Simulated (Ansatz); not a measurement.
## InPd in Ansatz: the effect of functional

The system is InPd.

```
In Pd
1.0
     3.27188    0.00000    0.00000
     0.00000    3.27188    0.00000
     0.00000    0.00000    3.27188
In Pd
1 1
Direct
  0.00000 0.00000 0.00000
  0.50000 0.50000 0.50000
```

The cell comes from a database or a generator and needn't be the stable form of this composition.

Alike in all runs:

```yaml
Program: Ansatz 0.2.0
Task: band structure
Potentials_or_basis: all-electron LAPW, scalar-relativistic
Cutoff: 250 eV (chosen from the basis error)
Basis_error_allowed: 0.001 eV/atom
k_mesh: 8 × 8 × 8
Occupations: fermi-dirac, width 0.05 eV
Spin: no spin polarisation
```

Q: One run gave: pressure 11.4 GPa. Which functional did it use?
A. BLYP
B. LDA
C. PBE
D. RPBE
E. revPBE

A: A.

```tsv
functional	pressure (GPa)
LDA	-7.0
PBE	3.6
PBEsol	-3.0
RPBE	7.1
revPBE	6.1
BLYP	11.4
```
